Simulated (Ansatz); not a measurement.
Runs of Ansatz 0.2.0 on Gd. It takes space group Im-3m (No. 229, cubic). Conventional cell: a = 4.050 Å, b = 4.050 Å, c = 4.050 Å, α = 90.00°, β = 90.00°, γ = 90.00°. Gd (site symmetry m-3m) is surrounded by 8 Gd at 3.51 Å. This isn't the form of Gd at room conditions, which is hcp.

| task | level | spin | U | cell | k mesh | cutoff (eV) | smearing | gap on the mesh (eV) | pressure (GPa) | moment (μB) |
| --- | --- | --- | --- | --- | --- | --- | --- | --- | --- | --- |
| density of states | PBEsol+U | collinear, ferromagnetic start | Gd f U = 4 eV | as given | 9 × 9 × 9 | 163 | fermi-dirac 0.05 eV | none | -2.1 | 7.79 |
| density of states | PBEsol+U | collinear, ferromagnetic start | Gd f U = 6 eV | as given | 9 × 9 × 9 | 163 | fermi-dirac 0.05 eV | none | -1.9 | 7.81 |
| relaxation of cell and atoms | PBEsol+D4+U | non-collinear, ferromagnetic start | Gd f U = 3.0 eV | relaxed | 7 × 7 × 7 | - | methfessel-paxton 0.1 eV | none | 0.0 | 7.64 |
| band structure | PBEsol | collinear, ferromagnetic start | - | as given | 9 × 9 × 9 | 163 | fermi-dirac 0.05 eV | - | (a) | (b) |
| single point | PBEsol | off | - | as given | 9 × 9 × 9 | 163 | fermi-dirac 0.05 eV | none | -4.6 | - |
| density of states | PBEsol+U | collinear, ferromagnetic start | Gd f U = 2 eV | as given | 9 × 9 × 9 | 163 | fermi-dirac 0.05 eV | none | -2.2 | 7.78 |
| band structure | LDA | collinear, ferromagnetic start | - | as given | 9 × 9 × 9 | 163 | fermi-dirac 0.05 eV | - | -4.2 | 7.53 |

Alike in all rows: potentials or basis all-electron LAPW, scalar-relativistic; basis error allowed 0.001 eV/atom.

Question: Estimate the missing entries.

Answer: (a) -2.3; (b) 7.60.

Caveats: an open f shell can end in a state above the lowest; spin-orbit coupling is left out, which moves the levels of the heavy elements (some runs); the magnetic state may not be the lowest (some runs); U is the effective U less J, on atomic orbitals that reach past the spheres (some runs); the k mesh is thin for a metal, which can move the energy by tens of meV per atom (some runs); the program listed the state as in doubt (some runs); pairwise dispersion overbinds metals, which lowers pressure and volume (some runs).

A k mesh can miss the band edges, and the runs leave out spin-orbit coupling on Gd.

A gap of «none» marks a metal or a gap under the smearing width.

Not every run made on this cell is shown here.
